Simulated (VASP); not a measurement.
The system is Sb2Se3.

```
Sb Se
1.0
     4.70241    0.00000    0.00000
    -2.35121    4.07241    0.00000
     0.00000    0.00000    8.39878
Sb Se
2 3
Direct
  0.00000 0.00000 0.80355
  0.00000 0.00000 0.19645
  0.50000 0.00000 0.50000
  0.00000 0.50000 0.50000
  0.50000 0.50000 0.50000
```

The cell was built by a generator and needn't be a form met in nature.

```yaml
Program: VASP 6.6.1
Task: relaxation of cell and atoms
Functional: PBE
Potentials_or_basis: VASP PAW PBE potentials, release 64 (Sb, Se)
Cutoff: 520 eV
k_mesh: 4 × 4 × 2
Occupations: gaussian, width 0.15 eV
Spin: no spin polarisation
```

At the start: pressure 12.0 GPa; volume 32.17 Å³/atom.

Q: Where does the relaxation end?

A: Over 11 steps the energy falls by 707.2 meV/atom and the volume is 36.31 Å³/atom (+12.9 %); space group P6/mmm (No. 191, to 0.05 Å).

The path:
```
step  energy change (eV)  largest force (eV/Å)  pressure (GPa)  volume (Å³)
   1              0.0000                1.0319           11.97       160.84
   2             -2.6588                1.6631           -4.39       219.35
   3             -2.7323                1.7281           -2.79       204.23
   4             -2.7413                1.7447           -3.12       206.83
   5             -3.4776                0.3260           -1.70       191.96
   6             -3.4910                0.1540           -1.30       190.05
   7             -3.4908                0.0609           -1.32       190.40
   8             -3.5353                0.0537           -0.18       182.41
   9             -3.5353                0.0576           -0.10       182.01
  10             -3.5358                0.0899            0.04       181.34
  11             -3.5359                0.0482            0.07       181.53
```

Final structure:
```xyz
5
Lattice="5.3946 0.0000 0.0000 -2.6973 4.6719 0.0000 0.0000 0.0000 7.2029" Properties=species:S:1:pos:R:3 pbc="T T T"
Sb    0.0000    0.0000    5.9040
Sb    0.0000    0.0000    1.2988
Se    2.6973    0.0000    3.6014
Se   -1.3487    2.3359    3.6014
Se    1.3487    2.3359    3.6014
```

Caveat: the k mesh is coarse (spacing up to 0.39 Å⁻¹), so the values aren't converged; this functional lacks dispersion, which binds the layers, so the pressure and a relaxed spacing across them are unreliable.
